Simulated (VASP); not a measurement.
# C in VASP: one cell, several levels of theory

C built on the diamond prototype, under -5.0 % strain along z alone is computed at one geometry. Runs: PBE, r2SCAN. The results are then set beside those of Ansatz 0.2.0 for the same cell.

The runs shown are made with VASP 6.6.1. PAW datasets, plane waves. Computed at 0 K without zero-point motion; spin polarisation is off.

### 1 The cell

The cell comes from an earlier relaxation with r2SCAN in another program, then strained, with the atoms relaxed again.

Space group I4_1/amd (No. 141), tetragonal; conventional cell a = 2.517 Å, c = 3.382 Å, 5.36 Å³ an atom. C has 4 C at 1.52 Å.

Structure file:

```cif
data_structure
_symmetry_space_group_name_H-M 'I4_1/amd:1'
_symmetry_Int_Tables_number 141
_cell_length_a 2.5175
_cell_length_b 2.5175
_cell_length_c 3.3822
_cell_angle_alpha 90.000
_cell_angle_beta 90.000
_cell_angle_gamma 90.000
_cell_volume 21.44
loop_
_atom_site_label
_atom_site_type_symbol
_atom_site_symmetry_multiplicity
_atom_site_Wyckoff_symbol
_atom_site_fract_x
_atom_site_fract_y
_atom_site_fract_z
_atom_site_occupancy
C1 C 4 a 0.00000 0.00000 0.00000 1
```

### 2 Single point with PBE

INCAR reads:

```
ENCUT = 520.000000
SIGMA = 0.020000
EDIFF = 1.00e-07
GGA = PE
PREC = Accurate
IBRION = -1
ISIF = 2
ISMEAR = -1
NBANDS = 11
NELM = 120
NSW = 0
LASPH = .TRUE.
LCHARG = .FALSE.
LWAVE = .FALSE.
LREAL = .FALSE.
```

KPOINTS reads:

```
KPOINTS created by Atomic Simulation Environment
0
Gamma
12 12 12
0 0 0
```

KPOINTS_OPT reads:

```
special points
7
Reciprocal
0.0000000000 0.0000000000 0.0000000000 1
0.5000000000 0.0000000000 0.5000000000 1
0.6250000000 0.2500000000 0.6250000000 1
0.3750000000 0.3750000000 0.7500000000 1
0.5000000000 0.5000000000 0.5000000000 1
0.5000000000 0.2500000000 0.7500000000 1
0.3500000000 0.0000000000 0.3500000000 1
```

POSCAR reads:

```
C
 1.0000000000000000
     0.0000000000000000    1.7801241433999999    1.6911179363000000
     1.7801241433999999    0.0000000000000000    1.6911179363000000
     1.7801241433999999    1.7801241433999999    0.0000000000000000
 C
   2
Cartesian
  0.0000000000000000  0.0000000000000000  0.0000000000000000
  0.8900620717000001  0.8900620717000001  0.8455589681499999
```

The run uses the recommended PBE PAW datasets (8 valence electrons a neutral cell).

### 3 r2SCAN at this geometry

INCAR reads:

```
ENCUT = 520.000000
SIGMA = 0.010000
EDIFF = 1.00e-07
ALGO = Normal
METAGGA = R2SCAN
PREC = Accurate
IBRION = -1
ISIF = 2
ISMEAR = 0
NBANDS = 11
NELM = 120
NSW = 0
LASPH = .TRUE.
LCHARG = .FALSE.
LWAVE = .FALSE.
LREAL = .FALSE.
```

KPOINTS is that of step 2.

KPOINTS_OPT is that of step 2.

POSCAR is that of step 2.

**Question.** What will these runs give? Wanted: for each run, gap; pressure; Ansatz: gap; Ansatz: pressure.

**Answer**, as computed:

```
 level  gap (eV)  pressure (GPa)  Ansatz: gap (eV)  Ansatz: pressure (GPa)
   PBE      2.97           30.38              2.97                   29.46
r2SCAN      3.09           26.80              3.12                   25.46
```

The gap runs from 2.97 eV (PBE) to 3.09 eV (r2SCAN). At this one volume the pressure spans 26.8 GPa (r2SCAN) to 30.4 GPa (PBE): PBE wants the largest cell and r2SCAN the smallest. The two programs agree on the gap within 0.04 eV. Each program uses its own PAW datasets and cutoff.
